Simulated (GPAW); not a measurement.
Write an ASE script for GPAW 26.7.0 that does the following.

* Task: single point
* Functional: LDA
* Potentials or basis: the program's PAW data sets (release 1.2.1) made for this functional
* Cutoff: 450 eV
* Basis: pw
* k mesh: 7 × 7 × 2
* Occupations: fermi-dirac, width 0.05 eV
* Spin: no spin polarisation
* Maxiter: 120
* Convergence: default

The system is Te2Mo, a slab with vacuum.

```
Te Mo
1.0
     3.56023    0.00000    0.00000
    -1.78012    3.08325    0.00000
     0.00000    0.00000   17.52406
Te Mo
2 1
Direct
  0.33333 0.66667 0.10214
  0.33333 0.66667 0.89786
  0.00000 0.00000 0.00000
```

One way to write it, as run:

run.py

```python
from ase import Atoms
from ase.dft.bandgap import bandgap
from ase.io import write
from ase.units import GPa
from gpaw import GPAW, PW

atoms = Atoms(['Te', 'Te', 'Mo'],
              cell=[[3.560232814, 0.0, 0.0],
                    [-1.780116407, 3.0832520603, 0.0],
                    [0.0, 0.0, 17.52405782]],
              scaled_positions=[[0.3333333333, 0.6666666667, 0.10214455],
                                [0.3333333333, 0.6666666667, 0.89785545],
                                [0.0, 0.0, 0.0]],
              pbc=True)

calc = GPAW(mode=PW(450),
            xc='LDA',
            kpts={'size': (7, 7, 2), 'gamma': True},
            occupations={'name': 'fermi-dirac', 'width': 0.05},
            nbands=25,
            maxiter=120,
            txt='gpaw.txt')
atoms.calc = calc
energy = atoms.get_potential_energy()
forces = atoms.get_forces()
stress = atoms.get_stress()
calc.write('gs.gpw')
write('result.traj', atoms)
print(f'Energy: {energy:.6f} eV')
print('Forces (eV/A):')
print(forces.round(4))
print('Stress (GPa):', (stress / GPa).round(3))
print('Fermi level:', round(calc.get_fermi_level(), 4), 'eV')
print(f'Gap: {bandgap(calc)[0]:.4f} eV, direct: {bandgap(calc, direct=True)[0]:.4f} eV')
```

Potentials or basis: the program's PAW data sets (release 1.2.1) made for this functional, pw.

The run is started by

```bash
$ OMP_NUM_THREADS=1 python run.py
```

It gave:

```json
{
 "Largest force": "0.520 eV/Å",
 "Band gap on the k mesh": "1.37 eV, direct"
}
```

Caveat: the cutoff is short for stress and forces, so pressures can be off by a GPa or more; spin-orbit coupling is left out, which moves the levels of the heavy elements.

Wall time 13 s on 1 thread of AMD EPYC 9R45 96-Core Processor (Zen 5) (shared host), peak memory 0.21 GiB.
